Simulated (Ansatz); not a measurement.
**Te: Field gradients at the nuclei**

The cell is an entry of the Crystallography Open Database (COD), its atoms then relaxed with PBE in this cell.

```xyz
3
Lattice="4.4580 0.0000 0.0000 -2.2290 3.8607 0.0000 0.0000 0.0000 5.9250" Properties=species:S:1:pos:R:3 pbc="T T T"
Te    3.2336    0.0000    1.9750
Te   -1.6168    2.8004    3.9500
Te    0.6122    1.0604    0.0000
```

Atoms are numbered from 1 in the order listed; like atoms form one site, named after its first atom.

Computed with Ansatz: DFT, r2SCAN, plane waves and PAW, scalar-relativistic, 500 eV cutoff, Γ-centred 8×8×5 k-points, Fermi–Dirac smearing 0.05 eV.

C_Q = eQV_zz/h, which is 24.18 MHz for Q = 1 b and V_zz = 10²¹ V/m²; η = (V_xx − V_yy)/V_zz.

Question: What field gradients does the calculation give at each kind of site?

Answer: 

```
site  atoms (order as listed)                 first shell  V_zz (10²¹ V/m²)     η  C_Q (MHz)
  Te                  1, 2, 3  2 Te at 2.90 Å, angle 101°             -56.8  0.31          –
```

The structure holds Te–Te bonds (2.90 Å). At Te V_zz stands upright on the plane of its two bonds (within 3°).

Te has no stable isotope with a ground-state quadrupole moment in the table, so no C_Q is given.

Without spin–orbit coupling the gradients at and beside Te can be off by some per cent, at some sites by more.
